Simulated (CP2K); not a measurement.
Crystal: TaN.

```xyz
2
Lattice="3.5230 0.0000 0.0000 1.7615 3.0510 0.0000 1.7615 1.0170 2.8765" Properties=species:S:1:pos:R:3 pbc="T T T"
Ta    0.0000    0.0000    0.0000
N     1.7615    1.0170    0.7191
```

The cell comes from a database or a generator and needn't be the stable form of this composition.

Base run:

```yaml
Program: CP2K 2026.2
Functional: PBEsol
Potentials_or_basis: POTENTIAL_UZH Ta GTH-PBE-q13, N GTH-PBE-q5; TZVP-MOLOPT-PBE-GTH basis
Density_cutoff: 9184 eV
k_mesh: 9 × 9 × 9
Occupations: fermi-dirac, width 0.05 eV
Spin: no spin polarisation
```

Its results: band gap on the k mesh none (metal or under the smearing width); pressure -31.6 GPa.

Q: The run is repeated on the same cell with these changes: functional from PBEsol to BLYP. What comes out?

A: Band gap on the k mesh none (metal or under the smearing width); pressure -21.0 GPa.

BLYP binds less tightly than PBEsol, so the same cell stands under more pressure.

Caveats: the potentials were made for another functional, which shifts forces and pressure; the basis of atomic orbitals isn't converged, which shifts pressures, moduli and gaps; a pressure of tens of GPa on the cell as given is suspect, and the run, the potentials or the cell itself is likely at fault (some runs); spin-orbit coupling is left out, which moves the levels of the heavy elements (some runs).
